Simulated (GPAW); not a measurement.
The system is W.

```
W
1.0
    -1.58234    1.58234    1.58234
     1.58234   -1.58234    1.58234
     1.58234    1.58234   -1.58234
W
1
Direct
  0.00000 0.00000 0.00000
```

| Property | Result |
| --- | --- |
| Program | GPAW 26.7.0 |
| Task | relaxation of cell and atoms |
| Functional | PBEsol |
| Dispersion | D3(BJ) |
| Potentials or basis | PAW data sets generated in the run's folder for this functional |
| Cutoff | 600 eV |
| Basis | pw |
| k mesh | 12 × 12 × 12 |
| Occupations | fermi-dirac, width 0.05 eV |
| Spin | no spin polarisation |

At the start: pressure -10.8 GPa; volume 15.85 Å³/atom.

**Question.** Where does the relaxation end?

**Answer.** Over 11 steps the energy falls by 18.5 meV/atom and the volume is 15.33 Å³/atom (-3.3 %); space group Im-3m (No. 229, to 0.05 Å).

The path:
```tsv
step	energy change (eV)	largest force (eV/Å)	pressure (GPa)	volume (Å³)
1	0.0000	0.0000	-10.82	15.85
2	-0.0185	0.0000	-0.89	15.35
3	-0.0020	0.0000	11.25	14.82
4	-0.0091	0.0000	8.38	14.94
5	-0.0168	0.0000	3.55	15.15
6	-0.0181	0.0000	-1.87	15.39
7	-0.0181	0.0000	-1.76	15.39
8	-0.0182	0.0000	-1.55	15.38
9	-0.0184	0.0000	-1.25	15.36
10	-0.0185	0.0000	-0.87	15.35
11	-0.0185	0.0000	-0.43	15.33
```

Final structure:
```
W
1.0
    -1.56478    1.56478    1.56478
     1.56478   -1.56478    1.56478
     1.56478    1.56478   -1.56478
W
1
Direct
  0.00000 0.00000 0.00000
```

Caveat: later steps reuse the first step's grids; pairwise dispersion overbinds metals, which lowers pressure and volume.
